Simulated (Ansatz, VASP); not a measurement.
# CdTe in VASP and in Ansatz

```xyz
2
Lattice="0.0000 3.2455 3.2455 3.2455 0.0000 3.2455 3.2455 3.2455 0.0000" Properties=species:S:1:pos:R:3 pbc="T T T"
Cd    0.0000    0.0000    0.0000
Te    1.6228    1.6228    1.6228
```

Alike in both runs: functional PBEsol; k mesh 8 × 8 × 8; occupations gaussian, width 0.02 eV; no spin polarisation.

Ansatz relaxed the structure, and its values are those at the end. VASP's run is a single point on that final structure, the one shown.

```csv
,VASP,Ansatz
version,VASP 6.6.1,Ansatz 0.2.0
potentials or method,"VASP PAW PBE potentials, release 64 (Cd, Te)","scalar-relativistic, plane waves, PAW"
plane-wave cutoff (eV),520,420
valence electrons in the cell,18,36
```

Ansatz gave:

- gap on the k mesh at the Fermi level (eV): 0.65
- least direct gap on the mesh (eV): 0.65
- pressure (GPa): 0.0

Question: Which values does VASP return?

Answer: gap on the k mesh at the Fermi level (eV): 0.65; least direct gap on the mesh (eV): 0.65; pressure (GPa): 0.1.

The two sets of potentials don't hold the same shells in valence.

Caveats: the PAW data sets were made with another functional, which shifts forces and pressure a little (VASP); spin-orbit coupling is left out, which moves the levels of the heavy elements.
